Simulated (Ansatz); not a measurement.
**Hf (Im-3m): energy and pressure against volume**

One table from this session's results is given with a row withheld; the runs are named, their logs left out.

Method: DFT PBE, scalar-relativistic, plane waves, PAW, in Ansatz 0.2.0.

### The system as given

Symmetry: Im-3m, No. 229, cubic system. Conventional cell: a = 3.547 Å, b = 3.547 Å, c = 3.547 Å, α = 90.00°, β = 90.00°, γ = 90.00°. Hf (site symmetry m-3m) is surrounded by 8 Hf at 3.07 Å.

Structure file:

```
CELL_PARAMETERS angstrom
-1.77344 1.77344 1.77344
1.77344 -1.77344 1.77344
1.77344 1.77344 -1.77344
ATOMIC_POSITIONS crystal
Hf 0.00000 0.00000 0.00000
```

An earlier run at PBE left this cell at 22.310 Å³/atom and -0.05 GPa (18×18×18 mesh).

Set-up of the first run:

File input.yaml:

```yaml
crystal:
  lattice:
    - [-1.7494685605, 1.7494685605, 1.7494685605]
    - [1.7494685605, -1.7494685605, 1.7494685605]
    - [1.7494685605, 1.7494685605, -1.7494685605]
  atoms:
    - { symbol: Hf, position: [0.0, 0.0, 0.0] }
basis:
  ecutwfc: 420
  ecutrho_ratio: 4
kpoints:
  mp_grid: { grid: [18, 18, 18] }
hamiltonian:
  xc: pbe
scf:
  occupations: { method: gaussian, width: 0.05 }
output:
  forces: true
  stress: true
  eigenvalues: true
```

On the command line:

```console
ansatz run input.yaml --threads 1 --pin off --max-ram 2560MiB --backend cpu --events-out ev --progress --plain --runs-dir out
```

Steps of the session up to this table: Volume × 0.96; Volume × 1.04; Volume × 0.92; Volume × 0.88; Volume × 0.84; Volume × 0.8; Volume × 0.76; Volume × 0.72.

One of the session's tables, all rows but one given; the rest of the session is left out.

It belongs to the step «The curve». 

| volume (Å³/atom) | energy above the lowest (meV/atom) | pressure (GPa) |
| --- | --- | --- |
| 16.063 | 851.0 | 55.5 |
| 16.956 | 577.7 | 42.9 |
| 17.848 | 373.5 | 31.2 |
| 18.741 | 224.6 | 22.7 |
| 19.633 | 118.2 | 15.6 |
| 20.526 | 49.1 | 9.4 |
| 21.418 | ? | ? |
| 22.310 | 0.0 | -0.1 |
| 23.203 | 10.8 | -3.8 |

Q: Estimate the row for volume (Å³/atom) = 21.418 from the others.

Worked estimate for «energy above the lowest (meV/atom)». A straight line through the neighbours (20.526, 49.1) and (22.310, 0.0) gives 49.1 + (0.0 − 49.1) × (21.418 − 20.526) / (22.310 − 20.526) = 24.6; a parabola fitted to 4 rows on both sides gives 11.3.

**Answer.** energy above the lowest (meV/atom): 11.6; pressure (GPa): 4.3. In «energy above the lowest (meV/atom)» the line misses by +13.0 and the parabola by -0.3.

Caveats from the session: The k mesh is not the same at all volumes. Other structures may be lower in enthalpy at these pressures.
